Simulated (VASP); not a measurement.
Here is a VASP 6.6.1 calculation.

File INCAR:

```
PREC = Accurate ; ENCUT = 520
EDIFF = 1E-6 ; ISMEAR = 0
SIGMA = 0.03 ; LREAL = F
LASPH = T ; NELM = 80
ALGO = Fast ; ISIF = 2
LWAVE = F ; LCHARG = F
GGA = PE ; NBANDS = 12
KPAR = 4
```

KPOINTS

```
regular mesh
0
Gamma
  8 8 8
```

POSCAR

```
LiF
1.0
    0.0000000000      2.0140000000      2.0140000000
    2.0140000000      0.0000000000      2.0140000000
    2.0140000000      2.0140000000      0.0000000000
Li F
1 1
Direct
    0.0000000000      0.0000000000      0.0000000000
    0.5000000000      0.5000000000      0.5000000000
```

Potentials or basis: VASP PAW PBE potentials, release 64 (Li_sv, F).

The run is started by

```console
$ cat potpaw_PBE.64/Li_sv/POTCAR potpaw_PBE.64/F/POTCAR > POTCAR
$ mpirun -np 4 vasp_std > vasp.out
```

(1) Estimate the band gap on the k mesh.

Results:

(1) 9.09 eV, direct.
